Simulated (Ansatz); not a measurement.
A surface is cut from this relaxed crystal of CuAu:

```cif
data_structure
_symmetry_space_group_name_H-M 'P4/mmm'
_symmetry_Int_Tables_number 123
_cell_length_a 2.8199
_cell_length_b 2.8199
_cell_length_c 3.5740
_cell_angle_alpha 90.000
_cell_angle_beta 90.000
_cell_angle_gamma 90.000
_cell_volume 28.42
loop_
_atom_site_label
_atom_site_type_symbol
_atom_site_symmetry_multiplicity
_atom_site_Wyckoff_symbol
_atom_site_fract_x
_atom_site_fract_y
_atom_site_fract_z
_atom_site_occupancy
Cu1 Cu 1 d 0.50000 0.50000 0.50000 1
Au1 Au 1 a 0.00000 0.00000 0.00000 1
```

Miller indices refer to the conventional cell of P4/mmm (No. 123), a = 2.820 Å, b = 2.820 Å, c = 3.574 Å, α = 90.00°, β = 90.00°, γ = 90.00°.

Consider the (001) slab of 5 planes, 7.1 Å thick with 15 Å of vacuum as cut; outer planes Au (top) and Au (bottom), all atoms relaxed.

All numbers below come from DFT PBEsol, scalar-relativistic, plane waves, PAW in Ansatz. Plane waves to 420 eV, a k mesh through Γ of 12×12×1 on the computed 5-atom cell and Gaussian smearing (0.10 eV); no spin polarisation. A dipole correction removes the field between periodic images along c.

The slab isn't stoichiometric (Cu2Au3), so its surface energy depends on the chemical potentials; it is given with the excess atoms taken from the element's standard state, a limit at which the compound may itself be unstable, so the figure can be too low.

Q: Predict the surface energy with the excess atoms taken from the elements.

A: 0.98 J/m².

Q: Estimate the work function.

A: 5.04 eV.

Q: The top two planes lie 1.787 Å apart in the bulk. How does relaxation change this?

A: The spacing becomes 1.728 Å (-3.3 %).

Spin-orbit coupling is left out, which matters for the bands of heavy elements.